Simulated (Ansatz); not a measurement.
Base system: AlSb in the zinc blende structure (space group F-43m, No. 216; a = 6.2256 Å).

Level of theory: Ansatz (a quantum-chemistry and plane-wave program), PBE, PAW, cutoff 420 eV, no spin-orbit coupling, earlier PAW set.

One change was made to it. Results:

| quantity | base | after |
|---|---|---|
| gap character | indirect, Γ → L | direct at Γ |
| volume per atom | 30.16 Å³ | 30.81 Å³ |
| band gap | 1.24 eV | 1.12 eV |

Name the change that was made.
A) pressure −2 GPa
B) pressure 2.1 GPa
C) pressure 0.9 GPa
D) pressure −1 GPa
E) pressure 4.5 GPa

D, pressure −1 GPa. For comparison, the volume per atom in the other runs: pressure 2.1 GPa gives 29.00 Å³; pressure −2 GPa gives 31.55 Å³; pressure 4.5 GPa gives 27.93 Å³; pressure 0.9 GPa gives 29.64 Å³.

With Sb present, leaving out spin-orbit coupling can change the band edges. Load acts through the strain it causes; cell and atoms are relaxed under it. No phonon test of stability was made. Tetrahedral semiconductors of this kind turn to denser phases somewhere between about 1 and 50 GPa; those were not computed, so compressed cells here can lie past the real transition.
